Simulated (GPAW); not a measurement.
Te in GPAW: convergence with basis set

Input of the first run (basis set lcao:sz(dzp)); the others differ in this setting and in those tied to it:

run.py

```python
from ase import Atoms
from ase.dft.bandgap import bandgap
from ase.io import write
from gpaw import GPAW

atoms = Atoms(['Te', 'Te', 'Te'],
              cell=[[4.454, 0.0, 0.0],
                    [-2.227, 3.8572771485, 0.0],
                    [0.0, 0.0, 5.924]],
              scaled_positions=[[0.731, 0.731, 0.0],
                                [0.0, 0.269, 0.6666666667],
                                [0.269, 0.0, 0.3333333333]],
              pbc=True)

calc = GPAW(mode='lcao',
            h=0.16,
            basis='sz(dzp)',
            xc='PBE',
            kpts={'size': (5, 5, 4), 'gamma': True},
            occupations={'name': 'fermi-dirac', 'width': 0.05},
            convergence={'density': 1e-05, 'energy': 1e-05},
            maxiter=100,
            txt='gpaw.txt')
atoms.calc = calc
energy = atoms.get_potential_energy()
forces = atoms.get_forces()
calc.write('gs.gpw')
write('result.traj', atoms)
print(f'Energy: {energy:.6f} eV')
print('Forces (eV/A):')
print(forces.round(4))
print('Fermi level:', round(calc.get_fermi_level(), 4), 'eV')
print(f'Gap: {bandgap(calc)[0]:.4f} eV, direct: {bandgap(calc, direct=True)[0]:.4f} eV')
```

Potentials or basis: GPAW PAW data sets (gpaw-data 1.2.1), lcao:sz(dzp).

The run is started by

```console
$ OMP_NUM_THREADS=1 python run.py
```

Hardware: 1 thread of Arm Neoverse V2 (shared host).

| basis set | energy less the tightest run, at zero smearing (meV/atom) | largest force (eV/Å) | gap on the mesh (eV) | SCF cycles | CPU time (s) | peak memory (GiB) |
| --- | --- | --- | --- | --- | --- | --- |
| lcao:sz(dzp) | 683.60 | 1.202 | 0.637 | 8 | 11 | 0.21 |
| lcao:szp(dzp) | 469.62 | 0.807 | 0.632 | 8 | 36 | 0.23 |
| lcao:dz(dzp) | 534.50 | 0.941 | 0.527 | 8 | 15 | 0.21 |
| lcao:dzp | 350.90 | 0.493 | 0.549 | 9 | 47 | 0.23 |
| fd | 6.08 | 0.099 | 0.540 | 11 | 79 | 0.49 |
| pw | 0.00 | 0.092 | 0.541 | 10 | 31 | 0.21 |

Against the tightest run, the gap on the mesh stays within 0.01 eV from lcao:dzp on. Not settled before the last step: the energy (to 1 meV/atom), the largest force (to 0.005 eV/Å). The tightest run that finished is the yardstick and may itself not be fully converged.

Caveat, for the tightest run too: spin-orbit coupling is left out, which moves the levels of the heavy elements; an odd mesh through Γ misses points on the zone boundary, where band edges often lie.
